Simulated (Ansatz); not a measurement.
Start of a relaxation, clean slab, lower planes held (WS2, R3m (No. 160), (0 0 1) face):

```xyz
27
Lattice="9.4716 0.0000 0.0000 -4.7358 8.2027 0.0000 0.0000 0.0000 19.1453" Properties=species:S:1:pos:R:3 pbc="T T T"
S     3.1572    1.8228    8.0000
S     1.5786    4.5570    8.0000
S     0.0000    7.2912    8.0000
S     6.3144    1.8228    8.0000
S     4.7358    4.5570    8.0000
S     3.1572    7.2912    8.0000
S     0.0000    1.8228    8.0000
S    -1.5786    4.5570    8.0000
S    -3.1572    7.2912    8.0000
W     1.5786    0.9114    9.5732
W     0.0000    3.6456    9.5732
W    -1.5786    6.3798    9.5732
W     4.7358    0.9114    9.5732
W     3.1572    3.6456    9.5732
W     1.5786    6.3798    9.5732
W     7.8930    0.9114    9.5732
W     6.3144    3.6456    9.5732
W     4.7358    6.3798    9.5732
S     3.1572    1.8228   11.1453
S     1.5786    4.5570   11.1453
S     0.0000    7.2912   11.1453
S     6.3144    1.8228   11.1453
S     4.7358    4.5570   11.1453
S     3.1572    7.2912   11.1453
S     0.0000    1.8228   11.1453
S    -1.5786    4.5570   11.1453
S    -3.1572    7.2912   11.1453
```

Level of theory: DFT PBE+D3(BJ), scalar-relativistic, plane waves, PAW (Ansatz). Plane waves to 420 eV, a k mesh through Γ of 2×2×1 on the computed 27-atom cell and Gaussian smearing (0.05 eV); no spin polarisation. A dipole correction removes the field between periodic images along c.

Atoms 1, 2, 3, 4, 5, 6, 7, 8, 9 (counted from 1) are held. The cell is fixed. Force threshold 0.03 eV/Å.

Q: Where does it end?

A: The energy falls by 0.004 eV in 3 steps, to:

```
CELL_PARAMETERS angstrom
9.47161 0.00000 0.00000
-4.73580 8.20265 0.00000
0.00000 0.00000 19.14527
ATOMIC_POSITIONS crystal
S 0.44444 0.22222 0.41786
S 0.44444 0.55556 0.41786
S 0.44444 0.88889 0.41786
S 0.77778 0.22222 0.41786
S 0.77778 0.55556 0.41786
S 0.77778 0.88889 0.41786
S 0.11111 0.22222 0.41786
S 0.11111 0.55556 0.41786
S 0.11111 0.88889 0.41786
W 0.22222 0.11111 0.50023
W 0.22222 0.44444 0.50023
W 0.22222 0.77778 0.50023
W 0.55556 0.11111 0.50023
W 0.55556 0.44444 0.50023
W 0.55556 0.77778 0.50023
W 0.88889 0.11111 0.50023
W 0.88889 0.44444 0.50023
W 0.88889 0.77778 0.50023
S 0.44444 0.22222 0.58260
S 0.44444 0.55556 0.58260
S 0.44444 0.88889 0.58260
S 0.77778 0.22222 0.58260
S 0.77778 0.55556 0.58260
S 0.77778 0.88889 0.58260
S 0.11111 0.22222 0.58260
S 0.11111 0.55556 0.58260
S 0.11111 0.88889 0.58260
```

Spin–orbit coupling is left out, which can shift energies with elements as heavy as these.

The reference crystal is a form of WS2, which isn't its usual structure.